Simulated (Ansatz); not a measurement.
## Na: eigenvalues along the path

```
Na
1.0
     3.76700    0.00000    0.00000
    -1.88350    3.26232    0.00000
     0.00000    0.00000    6.15400
Na
2
Direct
  0.33333 0.66667 0.25000
  0.66667 0.33333 0.75000
```

Atoms are numbered in the order listed.

The cell is a measured one (Crystallography Open Database entry 9011000); the temperature and pressure of the measurement aren't taken into account, and nothing was relaxed.

Level of theory: Ansatz 0.2.0, DFT, PBE, all-electron LAPW, scalar-relativistic.

Numerical set-up: a Γ-centred 11×11×6 k mesh, Fermi–Dirac smearing of 0.05 eV, basis error target 0.5 meV/atom, no spin polarisation.

Path points, in fractions of the reciprocal vectors: Γ (0.000, 0.000, 0.000), M (0.500, 0.000, 0.000), K (0.333, 0.333, 0.000), A (0.000, 0.000, 0.500), L (0.500, 0.000, 0.500), H (0.333, 0.333, 0.500). Levels in eV from the Fermi level; bands 9 to 11, counted from the lowest band of the run. The gap is zero.

```
# k(1/Å) point b9 b10 b11
0.000 Γ -3.26 0.53 0.92
0.120 - -3.20 0.58 0.97
0.241 - -3.03 0.73 1.14
0.361 - -2.75 0.99 1.41
0.481 - -2.35 1.34 1.78
0.602 - -1.85 1.80 2.18
0.722 - -1.24 2.05 2.37
0.843 - -0.53 1.16 3.03
0.963 M 0.22 0.33 3.80
1.032 - 0.24 0.35 3.82
1.102 - 0.29 0.40 3.87
1.171 - 0.38 0.49 3.96
1.241 - 0.50 0.62 3.66
1.310 - 0.65 0.78 3.12
1.380 - 0.84 0.97 2.54
1.449 - 1.07 1.20 1.97
1.519 K 1.27 1.46 1.46
1.658 - 0.34 1.97 2.05
1.797 - -0.59 2.61 2.73
1.936 - -1.39 2.23 2.55
2.075 - -2.05 1.61 2.05
2.214 - -2.58 1.14 1.57
2.353 - -2.95 0.80 1.21
2.492 - -3.18 0.60 0.99
2.631 Γ -3.26 0.53 0.92
2.695 - -3.24 0.22 1.26
2.759 - -3.19 -0.21 1.76
2.822 - -3.11 -0.62 2.31
2.886 - -3.00 -1.00 2.88
2.950 - -2.86 -1.35 3.48
3.014 - -2.68 -1.68 4.11
3.078 - -2.48 -1.97 4.76
3.141 A -2.24 -2.24 5.43
3.262 - -2.19 -2.19 5.48
3.382 - -2.02 -2.02 5.61
3.503 - -1.74 -1.74 5.77
3.623 - -1.35 -1.35 5.33
3.743 - -0.86 -0.86 4.23
3.864 - -0.26 -0.26 3.17
3.984 - 0.42 0.42 2.19
4.104 L 1.03 1.03 1.49
4.174 - 1.04 1.04 1.51
4.243 - 1.09 1.09 1.56
4.313 - 1.18 1.18 1.65
4.382 - 1.30 1.30 1.77
4.452 - 1.45 1.45 1.92
4.521 - 1.63 1.63 2.09
4.591 - 1.84 1.84 2.22
4.660 H 2.03 2.03 2.20
4.799 - 1.27 1.27 2.73
4.938 - 0.38 0.38 3.48
5.077 - -0.41 -0.41 4.36
5.216 - -1.06 -1.06 5.39
5.355 - -1.57 -1.57 5.88
5.494 - -1.94 -1.94 5.66
5.633 - -2.17 -2.17 5.49
5.772 A -2.24 -2.24 5.43
```
